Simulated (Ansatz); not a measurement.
Crystal: Ge.

```
CELL_PARAMETERS angstrom
1.48805 -2.59469 0.00000
1.48805 2.59469 0.00000
0.00000 0.00000 4.72760
ATOMIC_POSITIONS crystal
Ge 0.33345 0.66655 0.25000
Ge 0.66655 0.33345 0.75000
```

This isn't the form of Ge at room conditions, which is diamond.

```yaml
Program: Ansatz 0.2.0
Task: relaxation of cell and atoms
Functional: RPBE
Dispersion: D4
Potentials_or_basis: Ansatz PAW
Cutoff: "420 eV (not typed: the program's choice for these potentials)"
k_mesh: 10 × 10 × 6
Occupations: fermi-dirac, width 0.05 eV
Spin: no spin polarisation
```

At the start: volume 18.25 Å³/atom.

**Question.** Where does the relaxation end?

**Answer.** It ends after 18 steps and the volume is 18.18 Å³/atom (-0.4 %); space group P6/mmm (No. 191, to 0.05 Å).

The path:
| step | energy change (eV) | largest force (eV/Å) | volume (Å³) |
| --- | --- | --- | --- |
| 1 | 0.0000 | 0.0013 | 36.51 |
| 2 | -0.0060 | 0.0065 | 36.31 |
| 3 | -0.0063 | 0.0093 | 36.35 |
| 4 | -0.0070 | 0.0110 | 36.38 |
| 5 | -0.0100 | 0.0455 | 36.14 |
| 6 | -0.0367 | 0.0925 | 36.32 |
| 7 | -0.0741 | 0.0299 | 35.89 |
| 8 | -0.1118 | 0.0616 | 35.48 |
| 9 | -0.1186 | 0.0019 | 35.75 |
| 10 | -0.1354 | 0.0010 | 37.01 |
| 11 | -0.1411 | 0.0018 | 36.33 |
| 12 | -0.1420 | 0.0054 | 36.03 |
| 13 | -0.1442 | 0.0016 | 36.37 |
| 14 | -0.1442 | 0.0006 | 36.33 |
| 15 | -0.1442 | 0.0000 | 36.34 |
| 16 | -0.1454 | 0.0000 | 36.34 |
| 17 | -0.1454 | 0.0000 | 36.37 |
| 18 | -0.1454 | 0.0000 | 36.37 |

Final structure:
```
Ge
1.0
     1.42058   -2.46053    0.00000
     1.42058    2.46053    0.00000
     0.00000    0.00000    5.20254
Ge
2
Direct
  0.49999 0.50001 0.25000
  0.50001 0.49999 0.75000
```

Caveat: the plane-wave basis is chosen anew once the cell has moved, so the energies of steps on either side of that aren't comparable; pairwise dispersion overbinds metals, which lowers pressure and volume; the PAW data sets come from PBE, with cores solved anew for the run's functional, which leaves a small shift of forces and pressure.
